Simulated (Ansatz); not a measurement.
Density of states of HfN (P6_3/mmc, a = 3.159 Å, b = 3.159 Å, c = 5.451 Å, α = 90.00°, β = 90.00°, γ = 120.00°), in states per eV and primitive cell, averaged over bins of 0.3 eV. Level of theory: Ansatz, DFT PBE, scalar-relativistic, plane waves, PAW.

Settings: cutoff 420 eV, Γ-centred mesh 18×18×8 on the computed 4-atom cell, Gaussian smearing of 0.10 eV; no spin polarisation.

The cell is relaxed at this level. The states (both spins) are summed by tetrahedra on a 27×27×12 mesh at the self-consistent density. Energies are bin centres; the table starts no lower than −8 eV and ends at 6 eV, or lower where the solved bands end.

It is a metal at this level.

```
E − E_F (eV) total Hf 5d N 2p Hf 6s N 2s
       -7.90   0.36   0.12  0.18   0.04  0.00
       -7.60   0.74   0.23  0.38   0.09  0.01
       -7.30   1.20   0.37  0.64   0.13  0.02
       -7.00   2.15   0.68  1.16   0.21  0.04
       -6.70   1.52   0.45  0.85   0.13  0.04
       -6.40   1.96   0.54  1.15   0.15  0.05
       -6.10   3.25   0.82  2.03   0.22  0.07
       -5.80   3.45   1.00  2.19   0.11  0.04
       -5.50   2.88   0.96  1.77   0.05  0.02
       -5.20   3.12   1.02  1.96   0.06  0.02
       -4.90   3.25   1.00  2.10   0.07  0.01
       -4.60   2.47   0.71  1.66   0.02  0.01
       -4.30   4.95   1.24  3.49   0.03  0.03
       -4.00   3.61   0.81  2.64   0.02  0.02
       -3.70   1.70   0.39  1.24   0.01  0.01
       -3.40   0.99   0.25  0.69   0.01  0.01
       -3.10   0.85   0.24  0.58   0.01  0.01
       -2.80   0.78   0.23  0.52   0.00  0.01
       -2.50   0.49   0.11  0.36   0.00  0.00
       -2.20   0.48   0.20  0.26   0.00  0.00
       -1.90   0.81   0.57  0.20   0.01  0.00
       -1.60   0.93   0.68  0.20   0.02  0.00
       -1.30   0.97   0.73  0.19   0.02  0.00
       -1.00   0.97   0.73  0.19   0.02  0.00
       -0.70   0.96   0.72  0.18   0.02  0.00
       -0.40   0.96   0.73  0.17   0.02  0.00
       -0.10   0.95   0.73  0.16   0.02  0.00
        0.20   0.99   0.77  0.16   0.02  0.01
        0.50   1.15   0.89  0.18   0.03  0.01
        0.80   1.52   1.19  0.23   0.04  0.01
        1.10   1.28   1.00  0.18   0.04  0.02
        1.40   1.04   0.79  0.13   0.05  0.03
        1.70   0.95   0.68  0.11   0.07  0.05
        2.00   0.86   0.59  0.09   0.08  0.07
        2.30   1.05   0.74  0.10   0.09  0.08
        2.60   1.81   1.25  0.26   0.13  0.11
        2.90   2.66   1.86  0.41   0.16  0.14
        3.20   3.04   2.25  0.43   0.11  0.15
        3.50   3.10   2.29  0.41   0.10  0.20
        3.80   3.41   2.50  0.41   0.09  0.28
```

The columns after the total are the main Löwdin projections on the occupied valence shells of the potentials; 3 others are left out. The rest of the total lies in those, in shells that are empty in the free atom, which aren't projected, and between the atoms.

Spin-orbit coupling is left out, which matters for the bands of heavy elements.

This form isn't the usual stable structure of the compound.

Cost: 1 run of about 1.2 core-minutes, on Arm Neoverse V2 (shared hosts).